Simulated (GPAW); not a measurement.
Input of a GPAW 26.7.0 run:

Contents of run.py:

```python
from ase.filters import FrechetCellFilter
from ase.io import read, write
from ase.optimize import BFGS
from ase.units import GPa
from gpaw import GPAW, PW

atoms = read('InPd.xyz')

calc = GPAW(mode=PW(600),
            xc='PBE',
            kpts={'size': (8, 8, 8), 'gamma': True},
            occupations={'name': 'fermi-dirac', 'width': 0.05},
            nbands=26,
            convergence={'density': 1e-05, 'forces': 0.0001},
            maxiter=150,
            txt='gpaw.txt')
atoms.calc = calc
opt = BFGS(FrechetCellFilter(atoms, scalar_pressure=5 * GPa), trajectory='relax.traj', logfile='-')
done = opt.run(fmax=0.02, steps=60)
calc.write('gs.gpw')
write('result.traj', atoms)
print('Converged:', done)
print('Cell:', atoms.cell.cellpar().round(4))
print('Volume:', round(atoms.get_volume(), 4))
print(atoms.get_scaled_positions().round(5))
```

Contents of InPd.xyz:

```xyz
2
Lattice="0.0000000000 2.7460700000 2.7460700000 2.7460700000 0.0000000000 2.7460700000 2.7460700000 2.7460700000 0.0000000000" Properties=species:S:1:pos:R:3 pbc="T T T"
In     0.0000000000      0.0000000000      0.0000000000
Pd     2.7460700000      2.7460700000      2.7460700000
```

Potentials or basis: GPAW PAW data sets (gpaw-data 1.2.1), pw.

Command:

```sh
$ OMP_NUM_THREADS=1 python run.py
```

(1) Predict the band gap on the k mesh.

(2) Predict the relaxed cell.

(3) What does it give for the relaxed volume?

(4) Estimate the space group after relaxing (to 0.05 Å).

Answers

(1) none (metal or under the smearing width).

(2) a = 3.815 Å, b = 3.815 Å, c = 3.815 Å, α = 60.00°, β = 60.00°, γ = 60.00°.

(3) 19.63 Å³/atom.

(4) Fm-3m (No. 225).

Caveat: later steps reuse the first step's grids.
